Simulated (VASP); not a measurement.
# Mo (Im-3m) in VASP: elastic constants with PBEsol

Aim: the elastic constants of Mo with PBEsol.

All numbers are computed with VASP 6.6.1; they aren't measurements. Logs are shortened: lines on timing, memory, paths and dates and some standing lists are left out, and cuts for length are marked.

## Step 1: Starting point

It takes space group Im-3m (No. 229, cubic). The conventional cell has a = 3.168 Å, b = 3.168 Å, c = 3.168 Å, α = 90.00°, β = 90.00°, γ = 90.00°. Around Mo (site symmetry m-3m) lie 8 Mo at 2.74 Å.

## Step 2: Elastic constants, PBEsol

File POSCAR:

```
Mo
1.0
   -1.5838089700      1.5838089700      1.5838089700
    1.5838089700     -1.5838089700      1.5838089700
    1.5838089700      1.5838089700     -1.5838089700
Mo
1
Direct
    0.0000000000      0.0000000000      0.0000000000
```

File INCAR.step1:

```
SYSTEM = Mo
PREC = Accurate ; ENCUT = 600
EDIFF = 1E-8 ; ISMEAR = 0
SIGMA = 0.1 ; LREAL = .FALSE.
LASPH = .TRUE. ; NELM = 100
ALGO = Normal ; ISIF = 3
LWAVE = .FALSE. ; LCHARG = .FALSE.
GGA = PS ; IBRION = 2
NSW = 40 ; EDIFFG = -0.002
```

File INCAR.step2:

```
SYSTEM = Mo
PREC = Accurate ; ENCUT = 600
EDIFF = 1E-8 ; ISMEAR = 0
SIGMA = 0.1 ; LREAL = .FALSE.
LASPH = .TRUE. ; NELM = 100
ALGO = Normal ; ISIF = 3
LWAVE = .FALSE. ; LCHARG = .FALSE.
GGA = PS ; IBRION = 6
NFREE = 2 ; POTIM = 0.015
NSW = 1
```

File KPOINTS:

```
Automatic mesh
0
G
  18 18 18
  0 0 0
```

Potentials or basis: VASP PAW PBE potentials, release 64 (Mo_sv).

Run with:

```console
$ cat potpaw_PBE.64/Mo_sv/POTCAR > POTCAR
$ cp INCAR.step1 INCAR
$ mpirun -np 1 vasp_std > vasp.out
$ cp CONTCAR POSCAR
$ cp INCAR.step2 INCAR
$ mpirun -np 1 vasp_std > vasp.out
```

OUTCAR:

```text
SYSTEM = Mo
   PREC = Accurate
   ENCUT = 600
   EDIFF = 1E-8
   ISMEAR = 0
   LREAL = .FALSE.
   LASPH = .TRUE.
   NELM = 100
   ISIF = 3
   GGA = PS
   IBRION = 6
   NFREE = 2
   POTIM = 0.015
   NSW = 1

 ion  position               nearest neighbor table
   1  0.000  0.000  0.000-

  LATTYP: Found a body centered cubic cell.
 ALAT       =     3.1310174123

  Lattice vectors:

 A1 = (  -1.5655087062,   1.5655087062,   1.5655087062)
 A2 = (   1.5655087062,  -1.5655087062,   1.5655087062)
 A3 = (   1.5655087062,   1.5655087062,  -1.5655087062)

Analysis of symmetry for initial positions (statically):
=====================================================================
 Subroutine PRICEL returns:
 Original cell was already a primitive cell.

 Routine SETGRP: Setting up the symmetry group for a
 body centered cubic supercell.

 Subroutine GETGRP returns: Found 48 space group operations
 (whereof 48 operations were pure point group operations)
 out of a pool of 48 trial point group operations.

The static configuration has the point symmetry O_h .

Analysis of symmetry for dynamics (positions and initial velocities):
=====================================================================
 Subroutine PRICEL returns:
 Original cell was already a primitive cell.

 Routine SETGRP: Setting up the symmetry group for a
 body centered cubic supercell.

 Subroutine GETGRP returns: Found 48 space group operations
 (whereof 48 operations were pure point group operations)
 out of a pool of 48 trial point group operations.

The dynamic configuration has the point symmetry O_h .

 Subroutine INISYM returns: Found 48 space group operations
 (whereof 48 operations are pure point group operations),
 and found     1 'primitive' translations

----------------------------------------------------------------------------------------

                                     Primitive cell

  volume of cell :      15.3471

  direct lattice vectors                    reciprocal lattice vectors
    -1.565508706  1.565508706  1.565508706     0.000000000  0.319385001  0.319385001
     1.565508706 -1.565508706  1.565508706     0.319385001  0.000000000  0.319385001
     1.565508706  1.565508706 -1.565508706     0.319385001  0.319385001  0.000000000

  length of vectors
     2.711540619  2.711540619  2.711540619     0.451678600  0.451678600  0.451678600

  position of ions in fractional coordinates (direct lattice)
     0.000000000  0.000000000  0.000000000

  ion indices of the primitive-cell ions
   primitive index   ion index
                 1           1

----------------------------------------------------------------------------------------

 KPOINTS: Automatic mesh

Automatic generation of k-mesh.
 Grid dimensions read from file:
 generate k-points for:   18   18   18

 Generating k-lattice:

  Cartesian coordinates                     Fractional coordinates (reciprocal lattice)
     0.000000000  0.017743611  0.017743611     0.055555556  0.000000000  0.000000000
     0.017743611  0.000000000  0.017743611     0.000000000  0.055555556  0.000000000
     0.017743611  0.017743611  0.000000000     0.000000000  0.000000000  0.055555556

  Length of vectors
     0.025093256  0.025093256  0.025093256

[... 99 lines left out ...]
  ext. energy  EPLUGINS =         0.00000000
  ---------------------------------------------------
  free energy    TOTEN  =       -11.77817287 eV

  energy without entropy =      -11.77584361  energy(sigma->0) =      -11.77700824

------------------------ aborting loop because EDIFF is reached ----------------------------------------

  FORCE on cell =-STRESS in cart. coord.  units (eV):
  Direction    XX          YY          ZZ          XY          YZ          ZX
  --------------------------------------------------------------------------------------
  -------------------------------------------------------------------------------------
  Total       -0.0003662     -0.0003662     -0.0003662     -0.0000000      0.0000000     -0.0000000
  in kB       -0.0382346     -0.0382346     -0.0382346     -0.0000000      0.0000000     -0.0000000
  external PRESSURE =      -0.0382346 kB  Pullay stress =       0.0000000 kB
[... 86 lines left out ...]
  FREE ENERGIE OF THE ION-ELECTRON SYSTEM (eV)
  ---------------------------------------------------
  free  energy   TOTEN  =       -11.7724196277 eV

  energy  without entropy=      -11.7699788080  energy(sigma->0) =      -11.77119922

[... ionic steps 4 to 12 ...]

--------------------------------------- Ionic step       13  -------------------------------------------

 number of electron      14.0000001 magnetization

------------------------ aborting loop because EDIFF is reached ----------------------------------------
[... 65 lines left out ...]
--------------------------------------- Ionic step       15  -------------------------------------------

 number of electron      14.0000000 magnetization

 Free energy of the ion-electron system (eV)
  ---------------------------------------------------
  ext. energy  EPLUGINS =         0.00000000
  ---------------------------------------------------
  free energy    TOTEN  =       -11.77817248 eV

  energy without entropy =      -11.77584323  energy(sigma->0) =      -11.77700785

 E-fermi :  12.7812     XC(G=0): -13.6325

 val. band max:       12.7804049470   @ k =  -0.3889   0.4444   0.2778
 cond. band min:      12.7836971714   @ k =   0.3889   0.1111   0.0000
 fundamental gap:      0.0032922243
 Fermi energy:        12.7812457308

 k-point     1 :       0.0000    0.0000    0.0000
  band No.  band energies     occupation
      1     -48.4340      2.00000
      2     -21.6779      2.00000
      3     -21.6779      2.00000
      4     -21.6779      2.00000
      5       5.4174      2.00000
      6      11.3596      2.00000
      7      11.3596      2.00000
      8      11.3596      2.00000
      9      14.4431      0.00000
     10      14.4431      0.00000
     11      27.5976      0.00000
[... 309 lines left out ...]
 k-point    24 :       0.3889    0.1111    0.0000
  band No.  band energies     occupation
      1     -48.1466      2.00000
      2     -23.0798      2.00000
      3     -22.1948      2.00000
      4     -21.7560      2.00000
      5       7.7244      2.00000
      6       9.4258      2.00000
      7      12.7837      0.97234
      8      14.3589      0.00000
      9      15.5338      0.00000
     10      18.3158      0.00000
     11      24.7051      0.00000

 [... further k-points ...]

------------------------ aborting loop because EDIFF is reached ----------------------------------------

  FORCE on cell =-STRESS in cart. coord.  units (eV):
  Direction    XX          YY          ZZ          XY          YZ          ZX
  --------------------------------------------------------------------------------------
  -------------------------------------------------------------------------------------
  Total       -0.0004290     -0.0004290     -0.0004290     -0.0000000      0.0000000     -0.0000000
  in kB       -0.0447909     -0.0447909     -0.0447909     -0.0000000      0.0000000     -0.0000000
  external PRESSURE =      -0.0447909 kB  Pullay stress =       0.0000000 kB
[... 16 lines left out ...]
  FREE ENERGIE OF THE ION-ELECTRON SYSTEM (eV)
  ---------------------------------------------------
  free  energy   TOTEN  =       -11.7781724815 eV

  energy  without entropy=      -11.7758432275  energy(sigma->0) =      -11.77700785

 INTERNAL STRAIN TENSORS FROM STRAINED CELLS
 ============================================

 INTERNAL STRAIN TENSOR FOR ION    1 for displacements in x,y,z  (eV/Angst):
          X           Y           Z          XY          YZ          ZX
  --------------------------------------------------------------------------------
  x     0.00000     0.00000     0.00000    -0.00000     0.00000     0.00000
  y    -0.00000     0.00000     0.00000     0.00000     0.00000    -0.00000
  z     0.00000    -0.00000     0.00000     0.00000     0.00000    -0.00000

 INTERNAL STRAIN TENSORS FROM DISPLACED ATOMS
 ============================================

 INTERNAL STRAIN TENSOR FOR ION    1 for displacements in x,y,z  (eV/Angst):
          X           Y           Z          XY          YZ          ZX
  --------------------------------------------------------------------------------
  x     0.00000     0.00000     0.00000     0.00000     0.00000     0.00000
  y     0.00000     0.00000     0.00000     0.00000     0.00000     0.00000
  z     0.00000     0.00000     0.00000     0.00000     0.00000     0.00000

 Eigenvectors and eigenvalues of the dynamical matrix
 ----------------------------------------------------

   1 f  =    0.000000 THz     0.000000 2PiTHz    0.000000 cm-1     0.000000 meV
             X         Y         Z           dx          dy          dz
      0.000000  0.000000  0.000000    -0.728330   -0.685226    0.000000

   2 f  =    0.000000 THz     0.000000 2PiTHz    0.000000 cm-1     0.000000 meV
             X         Y         Z           dx          dy          dz
      0.000000  0.000000  0.000000    -0.685226    0.728330    0.000000

   3 f  =    0.000000 THz     0.000000 2PiTHz    0.000000 cm-1     0.000000 meV
             X         Y         Z           dx          dy          dz
      0.000000  0.000000  0.000000     0.000000    0.000000    1.000000

--------------------------------------------------------------------------------------------------------

 ELASTIC MODULI CONTR FROM IONIC RELAXATION (kBar)
 Direction    XX          YY          ZZ          XY          YZ          ZX
 --------------------------------------------------------------------------------
 XX           0.0000      0.0000      0.0000      0.0000      0.0000      0.0000
 YY           0.0000      0.0000      0.0000      0.0000      0.0000      0.0000
 ZZ           0.0000      0.0000      0.0000      0.0000      0.0000      0.0000
 XY           0.0000      0.0000      0.0000      0.0000      0.0000      0.0000
 YZ           0.0000      0.0000      0.0000      0.0000      0.0000      0.0000
 ZX           0.0000      0.0000      0.0000      0.0000      0.0000      0.0000
 --------------------------------------------------------------------------------

 TOTAL ELASTIC MODULI (kBar)
 Direction    XX          YY          ZZ          XY          YZ          ZX
 --------------------------------------------------------------------------------
 XX        5143.8946   1663.7339   1663.7339      0.0000     -0.0000      0.0000
 YY        1663.7339   5143.8946   1663.7339      0.0000      0.0000      0.0000
 ZZ        1663.7339   1663.7339   5143.8946     -0.0000     -0.0000      0.0000
 XY           0.0000      0.0000     -0.0000   1190.6144     -0.0000      0.0000
 YZ          -0.0000      0.0000     -0.0000     -0.0000   1190.6144      0.0000
 ZX           0.0000      0.0000      0.0000      0.0000      0.0000   1190.6144
 --------------------------------------------------------------------------------
```

Run time: 22 min. Hardware: 1 thread of AMD EPYC 7R13 (Zen 3), shared host; peak memory 0.59 GiB.

What came out:

```
Relaxed volume                         : 15.35 Å³/atom
Relaxed cell                           : a = 2.712 Å, b = 2.712 Å, c = 2.712 Å, α = 109.47°, β = 109.47°, γ = 109.47°
Space group after relaxing (to 0.05 Å) : Im-3m (No. 229)
Elastic constants C11, C12, C44        : 514, 166, 119 GPa
Voigt bulk modulus                     : 282 GPa
```

The path:
```csv
step,energy change (eV),largest force (eV/Å),pressure (GPa),volume (Å³)
1,0.0000,0.0000,-9.12,15.89
2,0.1270,0.0000,34.59,13.90
3,-0.0160,0.0000,-0.40,15.37
4,-0.0160,0.0000,-0.05,15.35
5,-0.0160,0.0000,0.15,15.34
6,-0.0160,0.0000,-0.35,15.37
7,-0.0160,0.0000,0.01,15.35
```

Final structure:
```cif
data_structure
_symmetry_space_group_name_H-M 'P 1'
_symmetry_Int_Tables_number 1
_cell_length_a 2.7115
_cell_length_b 2.7115
_cell_length_c 2.7115
_cell_angle_alpha 109.471
_cell_angle_beta 109.471
_cell_angle_gamma 109.471
_cell_volume 15.35
loop_
_atom_site_label
_atom_site_type_symbol
_atom_site_fract_x
_atom_site_fract_y
_atom_site_fract_z
_atom_site_occupancy
Mo1 Mo 0.00000 0.00000 0.00000 1
```

Elastic tensor in Voigt notation (GPa, in the Cartesian axes of the cell as first typed):
```
514 166 166   0   0   0
166 514 166   0   0   0
166 166 514   0   0   0
  0   0   0 119   0   0
  0   0   0   0 119   0
  0   0   0   0   0 119
```

Clamped-ion elastic tensor (GPa):
```
514 166 166   0   0   0
166 514 166   0   0   0
166 166 514   0   0   0
  0   0   0 119   0   0
  0   0   0   0 119   0
  0   0   0   0   0 119
```

Caveat: the PAW data sets were made with another functional, which shifts forces and pressure a little.
